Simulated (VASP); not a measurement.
Set up this calculation in VASP 6.6.1, as the native input.

* Task: single point
* Functional: LDA
* Potentials or basis: VASP PAW LDA potentials, release 64 (Cd, Se)
* Cutoff: 520 eV
* k mesh: 6 × 6 × 6
* Occupations: gaussian, width 0.01 eV
* Spin: no spin polarisation
* Dipole correction: no
* Further INCAR settings: ALGO = Normal; EDIFF = 1e-07; NBANDS = 16

The structure of CdSe lies in POSCAR:

```
CdSe
1.0
    0.0000000000      3.0677809647      3.0677809647
    3.0677809647      0.0000000000      3.0677809647
    3.0677809647      3.0677809647      0.0000000000
Cd Se
1 1
Direct
    0.0000000000      0.0000000000      0.0000000000
    0.2500000000      0.2500000000      0.2500000000
```

The cell was built by a generator and needn't be a form met in nature.

These files were run (other wordings do the same):

INCAR

```
ALGO = Normal ; EDIFF = 1E-7
ENCUT = 520 ; ISIF = 2
ISMEAR = 0 ; LASPH = T
LCHARG = F ; LREAL = F
LWAVE = F ; NBANDS = 16
NELM = 80 ; PREC = Accurate
SIGMA = 0.01
```

KPOINTS

```
k-points
0
Gamma
  6 6 6
```

Potentials or basis: VASP PAW LDA potentials, release 64 (Cd, Se).

Launch:

```bash
$ cat potpaw_LDA.64/Cd/POTCAR potpaw_LDA.64/Se/POTCAR > POTCAR
$ mpirun -np 1 vasp_std > vasp.out
```

It gave:

- Pressure: -2.8 GPa
- Band gap on the k mesh: 0.31 eV, direct

Run time: 7.7 s on 1 thread of Intel(R) Xeon(R) 6975P-C (Granite Rapids) (shared host), peak memory 0.15 GiB.
